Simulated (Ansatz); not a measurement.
Two isomers of C7H8: A = `C1=C[C@H]2C=C[C@@H]1C2`, B = `CC=C1C=CC=C1`.

Program: Ansatz. Geometries: PBE0-D4/def2-TZVP. ΔE: electronic, gas phase. CCSD(T)/CBS adds triple-zeta CCSD(T) − MP2 to the extrapolated MP2 energy (def2 sets, frozen cores). Functionals use def2-TZVPP. B3LYP here is the variant with VWN-RPA as its local correlation; programs differ in this.

(1) Which isomer does CCSD(T)/CBS put lower? Give the gap. (An estimate is asked.)

(2) Give E(B) − E(A) in kJ/mol with B3LYP-D4, r2SCAN-D4, CCSD(T)/def2-TZVPP, ωB97M-V, B2PLYP, HF/def2-TZVPP, MP2/def2-TZVPP. (An estimate is asked.)

(3) Does the order hold for the free energy at 298.15 K (harmonic terms from PBE0-D4)? (An estimate is asked.)

Largest T1 diagnostic: 0.011.

Answers

(1) The calculation gave: B, by 55.6 kJ/mol.

(2) Ansatz gave: B3LYP-D4 -91.2, r2SCAN-D4 -79.5, CCSD(T)/def2-TZVPP -53.0, ωB97M-V -54.6, B2PLYP -81.1, HF/def2-TZVPP -91.8, MP2/def2-TZVPP -47.9. None reverses the order clearly.

(3) The calculation gave: Yes: G(B) − G(A) = -70.2 kJ/mol.

From BLYP to BHLYP (50 % exact exchange), in def2-TZVPP and without D4, E(B) − E(A) moves by +25.7 kJ/mol. At CCSD(T), def2-SVP lies +6.5 kJ/mol from the extrapolated value and def2-TZVPP +2.6 kJ/mol.
